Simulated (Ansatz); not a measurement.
Reaction (ligand exchange at the Si–C bond): `N[SiH2]C(N)[SiH3]` + `N=C(N)O` → `N=C(N)O[SiH3]` + `NC[SiH2]N`

Isolated molecules relaxed with PBE0-D4/def2-TZVP in Ansatz; ΔE leaves out vibrations. CCSD(T)/CBS adds triple-zeta CCSD(T) − MP2 to the extrapolated MP2 energy (def2 sets, frozen cores). Functionals use def2-TZVPP. One conformer a species, not always the lowest.

CCSD(T)/CBS gives -0.91 eV.

**Question.** Another level gave -0.96 eV. Which?
A. HF/def2-TZVPP
B. B2PLYP/def2-TZVPP
C. PBE/def2-TZVPP
D. r2SCAN-D4/def2-TZVPP

**Answer.** B. B2PLYP -0.96, r2SCAN-D4 -0.88, PBE -0.78, HF/def2-TZVPP -1.13 eV.

Largest T1 diagnostic among the species: 0.013.

From PBE to PBE0 (25 % exact exchange), in def2-TZVPP and without D4, ΔE moves by −0.05 eV. The D4 term adds +0.04 eV with B3LYP and +0.02 eV with PBE0; it sums over pairs of atoms, weighted by their polarisabilities, and B3LYP, whose exchange is more repulsive, gets the larger term.

B3LYP here is the variant with VWN-RPA as its local correlation; programs differ in this.

CCSD(T)/CBS has its own doubt, a few kJ/mol and more with outer-core shells, so smaller differences from it don't rank the levels.
